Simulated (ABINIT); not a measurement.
Runs of ABINIT 10.8.3 (patched build) on AgCl (Chlorargyrite). The structure is cubic, space group Fm-3m (No. 225). Conventional cell: a = 5.470 Å, b = 5.470 Å, c = 5.470 Å, α = 90.00°, β = 90.00°, γ = 90.00°. Ag (site symmetry m-3m) has 6 Cl at 2.73 Å as nearest neighbours. Cl (site symmetry m-3m) has 6 Ag at 2.73 Å as nearest neighbours. 

```tsv
potentials or basis	cutoff (eV)	fine-grid cutoff	gap on the mesh (eV)	pressure (GPa)
PseudoDojo NC SR PBE v0.4.1 standard	1333	-	1.32	(a)
JTH PAW PBE v2.0	816	1414.99 eV	1.41	(b)
SG15 NC PBE v1.2	844	-	1.40	2.4
Ansatz PAW PBE default generated set, frozen core	490	979.61 eV	1.48	2.2
```

Alike in all rows: task band structure; level r2SCAN; no spin polarisation; cell as given; k mesh 8 × 8 × 8; smearing fermi-dirac 0.05 eV.

Problem. Estimate the missing entries.

Solution. (a) 1.8; (b) 2.3.

Caveats: the potentials were made for another functional, which shifts forces and pressure (some runs); the PAW data sets were made with another functional, which shifts forces and pressure a little (some runs); a meta-GGA on potentials with a model core is unreliable (some runs).

A k mesh can miss the band edges, and the runs leave out spin-orbit coupling on Ag.

The runs don't all hold the same shells in valence.
